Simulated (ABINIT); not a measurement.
CsPbCl3:

```
Pb Cs Cl
1.0
     5.60500    0.00000    0.00000
     0.00000    5.60500    0.00000
     0.00000    0.00000    5.60500
Pb Cs Cl
1 1 3
Direct
  0.50000 0.50000 0.50000
  0.00000 0.00000 0.00000
  0.50000 0.00000 0.50000
  0.00000 0.50000 0.50000
  0.50000 0.50000 0.00000
```

Base run:

| Item | Value |
| --- | --- |
| Program | ABINIT 10.8.3 (patched build) |
| Functional | LDA |
| Potentials or basis | JTH PAW LDA v2.0 |
| Cutoff | 680 eV |
| k mesh | 5 × 5 × 5 |
| Occupations | fermi-dirac, width 0.05 eV |
| Spin | no spin polarisation |

Its results: band gap on the k mesh 2.81 eV, direct.

**Question.** After a change of settings the same cell gave: band gap on the k mesh 1.66 eV, direct. Which change was it?
A. potentials or basis from JTH PAW LDA v2.0 to JTH PAW LDA v2.0 sp; valence electrons from 44 to 34
B. k mesh from 5 × 5 × 5 to 2 × 2 × 2
C. functional from LDA to LDA-PZ
D. k mesh from 5 × 5 × 5 to 3 × 3 × 3

**Answer.** B.

Caveats: some runs use coarse meshes; spin-orbit coupling is left out, which as a rule narrows the gap of such compounds by several tenths of an eV; an odd mesh through Γ misses points on the zone boundary, where band edges often lie (some runs).
